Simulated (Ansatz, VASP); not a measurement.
Two plane-wave programs on MgO

```
Mg O
1.0
     2.93802    0.00000    0.00000
    -1.46901    2.54440    0.00000
     0.00000    0.00000    2.67968
Mg O
1 1
Direct
  0.88209 0.76419 0.00000
  0.33333 0.66667 0.50000
```

Alike in both runs: task single point; functional PBE; k mesh 9 × 9 × 8; occupations gaussian, width 0.05 eV; no spin polarisation.

```csv
,VASP,Ansatz
version,VASP 6.6.1,Ansatz 0.2.0
potentials or method,"VASP PAW PBE potentials, release 64 (Mg, O)","scalar-relativistic, plane waves, PAW"
plane-wave cutoff (eV),520,420
valence electrons in the cell,8,16
```

```tsv
	VASP	Ansatz	Ansatz less VASP
gap on the k mesh at the Fermi level (eV)	2.36	2.38	+0.021
least direct gap on the mesh (eV)	2.89	2.91	+0.022
pressure (GPa)	9.7	10.1	+0.36
largest component of the traceless stress (GPa)	3.22	3.19	-0.030
rms of the force components (eV/Å)	0.236	0.235	-0.0008
```

Atom by atom the forces differ by 0.001 eV/Å (rms over components). The two sets of potentials don't hold the same shells in valence.

Caveats: an odd mesh through Γ misses points on the zone boundary, where band edges often lie.
